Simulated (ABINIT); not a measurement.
The system is Bi.

```
CELL_PARAMETERS angstrom
4.65841 0.00000 0.00000
0.00000 4.52639 0.00000
-0.34597 0.00000 6.51195
ATOMIC_POSITIONS crystal
Bi 0.25137 0.25000 0.74873
Bi 0.74863 0.75000 0.25127
Bi 0.24989 0.25000 0.24888
Bi 0.75011 0.75000 0.75112
```

| Property | Result |
| --- | --- |
| Program | ABINIT 10.8.3 (patched build) |
| Task | single point |
| Functional | PBEsol |
| Potentials or basis | JTH PAW PBE v2.0 |
| Cutoff | 599 eV |
| k mesh | 6 × 6 × 4 |
| Occupations | fermi-dirac, width 0.05 eV |
| Spin | no spin polarisation |

On this cell: pressure -1.4 GPa; largest force under 0.003 eV/Å; band gap on the k mesh none (metal or under the smearing width).

The same run follows on a disturbed copy (atoms moved at random, drawn with an rms of 0.05 Å):

```
CELL_PARAMETERS angstrom
4.65841 0.00000 0.00000
0.00000 4.52639 0.00000
-0.34597 0.00000 6.51195
ATOMIC_POSITIONS crystal
Bi 0.25250 0.24563 0.75367
Bi 0.74862 0.75232 0.24900
Bi 0.26131 0.24256 0.25110
Bi 0.74284 0.73549 0.75244
```

Problem. What changes?

Solution. The energy (extrapolated to zero smearing) moves by -1.4 meV/atom; pressure -1.3 GPa; largest force 0.132 eV/Å; band gap on the k mesh none (metal or under the smearing width).

Forces in eV/Å, atoms in the order of the input:
```
Bi  -0.046  0.123 -0.006
Bi   0.001  0.121 -0.006
Bi   0.008 -0.121  0.001
Bi   0.037 -0.123  0.010
```

Stress tensor (GPa, compression positive):
```
-2.02 -0.02  0.30
-0.02 -1.28 -0.01
 0.30 -0.01 -0.48
```

The energy falls, though the first cell shows no forces: that form is unstable against this distortion, unless noise or another electronic state is at work.

Caveats: the highest band is partly filled, so the run has too few bands; the PAW data sets were made with another functional, which shifts forces and pressure a little; spin-orbit coupling is left out, which moves the levels of the heavy elements.
